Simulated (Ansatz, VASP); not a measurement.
# Ba in VASP and in Ansatz

```
Ba
1.0
    -2.51249    2.51249    2.51249
     2.51249   -2.51249    2.51249
     2.51249    2.51249   -2.51249
Ba
1
Direct
  0.00000 0.00000 0.00000
```

Alike in both runs: task single point; functional PBE; k mesh 7 × 7 × 7; occupations fermi-dirac, width 0.1 eV; no spin polarisation.

```csv
,VASP,Ansatz
version,VASP 6.6.1,Ansatz 0.2.0
potentials or method,"VASP PAW PBE potentials, release 64 (Ba_sv)","plane waves (420 eV) with PAW, scalar-relativistic"
plane-wave cutoff (eV),520,420
valence electrons in the cell,10,10
```

|  | VASP | Ansatz | Ansatz less VASP |
| --- | --- | --- | --- |
| pressure (GPa) | 0.1 | 0.0 | -0.05 |

Spin-orbit coupling is left out, which matters for the levels of Ba.
